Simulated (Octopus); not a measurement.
Crystal: SiC (Moissanite 3C).

```
Si C
1.0
     0.00000    2.17900    2.17900
     2.17900    0.00000    2.17900
     2.17900    2.17900    0.00000
Si C
1 1
Direct
  0.00000 0.00000 0.00000
  0.75000 0.75000 0.75000
```

```yaml
Program: Octopus 16.4
Task: single point
Functional: PBE
Potentials_or_basis: pseudodojo_pbe (PseudoDojo 0.5, PBE)
Grid_spacing: 0.134 Å
k_mesh: 10 × 10 × 10
Occupations: fermi-dirac, width 0.05 eV
Spin: no spin polarisation
```

On this cell: largest force zero by symmetry; band gap on the k mesh 1.36 eV, indirect (least direct gap 4.55 eV).

The same run follows on a disturbed copy (atoms moved at random, drawn with an rms of 0.05 Å):

```
Si C
1.0
     0.00000    2.17900    2.17900
     2.17900    0.00000    2.17900
     2.17900    2.17900    0.00000
Si C
1 1
Direct
  0.02300 0.97553 0.99719
  0.78305 0.74500 0.74190
```

Problem. What changes?

Solution. The energy moves by +26.0 meV/atom; largest force 1.460 eV/Å; band gap on the k mesh 1.04 eV, indirect (least direct gap 4.39 eV).

Forces in eV/Å, atoms in the order of the input:
```
Si   0.650  0.342  1.262
C   -0.650 -0.342 -1.262
```

A k mesh can miss the band edges.
